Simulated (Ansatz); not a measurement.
The system is CuO (Tenorite).

```
Cu O
1.0
     2.34185   -1.71130    0.00000
     2.34185    1.71130    0.00000
    -0.85003    0.00000    5.05787
Cu O
2 2
Direct
  0.50000 0.00000 0.50000
  0.00000 0.50000 0.00000
  0.41840 0.58160 0.75000
  0.58160 0.41840 0.25000
```

- Program: Ansatz 0.2.0
- Task: relaxation of cell and atoms
- Functional: revPBE
- Potentials or basis: Ansatz PAW
- Cutoff: 420 eV (not typed: the program's choice for these potentials)
- k mesh: 10 × 10 × 5
- Occupations: fermi-dirac, width 0.05 eV
- Spin: no spin polarisation

At the start: volume 10.13 Å³/atom.

Problem. Where does the relaxation end?

Solution. It ends after 23 steps and the volume is 11.50 Å³/atom (+13.4 %); space group P4_2/mmc (No. 131, to 0.05 Å).

Step by step:
| step | energy change (eV) | largest force (eV/Å) | volume (Å³) |
| --- | --- | --- | --- |
| 1 | 0.0000 | 0.2106 | 40.54 |
| 2 | -0.0960 | 0.2235 | 42.47 |
| 3 | -0.1470 | 0.1098 | 44.49 |
| 4 | -0.1587 | 0.0122 | 44.40 |
| 5 | -0.1651 | 0.0199 | 44.75 |
| 6 | -0.1667 | 0.0032 | 44.59 |
| 7 | -0.1667 | 0.0002 | 44.61 |
| 8 | -0.2228 | 0.0018 | 44.61 |
| 9 | -0.2471 | 0.0060 | 45.33 |
| 10 | -0.2536 | 0.0251 | 45.80 |
| 11 | -0.2546 | 0.0004 | 45.72 |
| 12 | -0.2545 | 0.0001 | 45.75 |
| 13 | -0.2545 | 0.0002 | 45.74 |
| 14 | -0.2690 | 0.0020 | 45.74 |
| 15 | -0.2728 | 0.0007 | 45.89 |
| 16 | -0.2733 | 0.0002 | 45.96 |
| 17 | -0.2733 | 0.0001 | 45.95 |
| 18 | -0.2753 | 0.0003 | 45.95 |
| 19 | -0.2756 | 0.0001 | 45.98 |
| 20 | -0.2756 | 0.0000 | 45.98 |
| 21 | -0.2758 | 0.0000 | 45.98 |
| 22 | -0.2759 | 0.0000 | 45.98 |
| 23 | -0.2759 | 0.0001 | 45.98 |

Final structure:
```xyz
4
Lattice="2.1022 -2.1051 0.1651 2.1022 2.1051 0.1651 -0.4065 0.0000 5.1635" Properties=species:S:1:pos:R:3 pbc="T T T"
Cu    0.8479   -1.0525    2.6643
Cu    1.0511    1.0525    0.0825
O     1.7973    0.0002    4.0377
O     2.0006   -0.0002    1.4560
```

Caveat: the plane-wave basis is chosen anew once the cell has moved, so the energies of steps on either side of that aren't comparable; the pressure holds a Pulay correction of +0.6 GPa for the finite cutoff; the volume moved by +13 % from the deposited cell, more than functionals usually miss; the run has no spin polarisation, though such a crystal can be magnetic; the PAW data sets come from PBE, with cores solved anew for the run's functional, which leaves a small shift of forces and pressure.
